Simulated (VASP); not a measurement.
Runs of VASP 6.6.1 on Rh. It takes space group P6_3/mmc (No. 194, hexagonal). Conventional cell: a = 2.688 Å, b = 2.688 Å, c = 4.328 Å, α = 90.00°, β = 90.00°, γ = 120.00°. Around Rh (site symmetry -6m2) lie 12 Rh at 2.66 to 2.69 Å. This isn't the form of Rh at room conditions, which is fcc.

```csv
level,k mesh,cutoff (eV),smearing,further INCAR settings,gap on the mesh (eV),pressure (GPa)
PBEsol,18 × 18 × 10,700,gaussian 0.1 eV,ALGO = Fast; EDIFF = 1e-06,none,0.2
PBEsol,18 × 18 × 10,900,gaussian 0.1 eV,ALGO = Fast; EDIFF = 1e-06,none,0.2
PBEsol,27 × 27 × 14,520,gaussian 0.1 eV,ALGO = Fast; EDIFF = 1e-06,none,0.2
PBEsol,18 × 18 × 10,520,gaussian 0.5 eV,ALGO = Fast; EDIFF = 1e-06,none,(a)
r2SCAN,18 × 18 × 10,520,gaussian 0.1 eV,ALGO = Normal; EDIFF = 1e-06,none,6.1
```

Alike in all rows: task single point; potentials or basis VASP PAW PBE potentials, release 64 (Rh_pv); no spin polarisation; cell as given.

Task: Fill in the values left out.

Result: (a) 2.1.

Caveats: the PAW data sets were made with another functional, which shifts forces and pressure a little.

A k mesh can miss the band edges, and the runs leave out spin-orbit coupling on Rh.

A gap of «none» marks a metal or a gap under the smearing width.
